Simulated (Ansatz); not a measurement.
Crystal: Te2Mo.

```
Te Mo
1.0
     6.33000    0.00000    0.00000
     0.00000    3.46900    0.00000
    -0.94679    0.00000   13.82762
Te Mo
8 4
Direct
  0.94370 0.75000 0.60450
  0.05630 0.25000 0.39550
  0.90300 0.25000 0.85140
  0.09700 0.75000 0.14860
  0.41120 0.75000 0.89550
  0.58880 0.25000 0.10450
  0.44320 0.25000 0.64840
  0.55680 0.75000 0.35160
  0.81670 0.75000 0.99260
  0.18330 0.25000 0.00740
  0.68190 0.25000 0.49340
  0.31810 0.75000 0.50660
```

Base run:

```yaml
Program: Ansatz 0.2.0
Functional: PBEsol
Potentials_or_basis: Ansatz PAW
Cutoff: "420 eV (not typed: the program's choice for these potentials)"
k_mesh: 4 × 8 × 2
Occupations: fermi-dirac, width 0.05 eV
Spin: no spin polarisation
Hubbard_terms: Mo d U = 7 eV
```

Its results: band gap on the k mesh none (metal or under the smearing width); pressure 1.1 GPa; largest force 0.467 eV/Å.

Q: The run is repeated on the same cell with these changes: functional from PBEsol to LDA. What comes out?

A: Band gap on the k mesh none (metal or under the smearing width); pressure -0.9 GPa; largest force 0.438 eV/Å.

LDA binds more tightly than PBEsol, so the same cell stands under less pressure.

Caveats: spin-orbit coupling is left out, which moves the levels of the heavy elements; U without spin polarisation on a metal has little footing; the PAW data sets come from PBE, with cores solved anew for the run's functional, which leaves a small shift of forces and pressure; the U is typed as a test and isn't derived for this compound.
